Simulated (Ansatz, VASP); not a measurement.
One calculation of Si2Mo (nc), two programs

```
Si Mo
1.0
    -1.60854    1.60854    3.93683
     1.60854   -1.60854    3.93683
     1.60854    1.60854   -3.93683
Si Mo
2 1
Direct
  0.33508 0.33508 0.00000
  0.66492 0.66492 0.00000
  0.00000 0.00000 0.00000
```

Alike in both runs: functional PBE; k mesh 18 × 18 × 18; occupations gaussian, width 0.1 eV; no spin polarisation.

Ansatz relaxed the structure, and its values are those at the end. VASP's run is a single point on that final structure, the one shown.

```csv
,VASP,Ansatz
version,VASP 6.6.1,Ansatz 0.2.0
potentials or method,"VASP PAW PBE potentials, release 64 (Si, Mo_sv)","scalar-relativistic, plane waves, norm-conserving pseudopotentials"
plane-wave cutoff (eV),520,1088
valence electrons in the cell,22,22
```

```csv
,VASP,Ansatz,Ansatz less VASP
gap on the k mesh at the Fermi level (eV),none,none,-
pressure (GPa),0.1,0.0,-0.11
```

A gap of «none» marks a metal or a gap that the smearing closes.
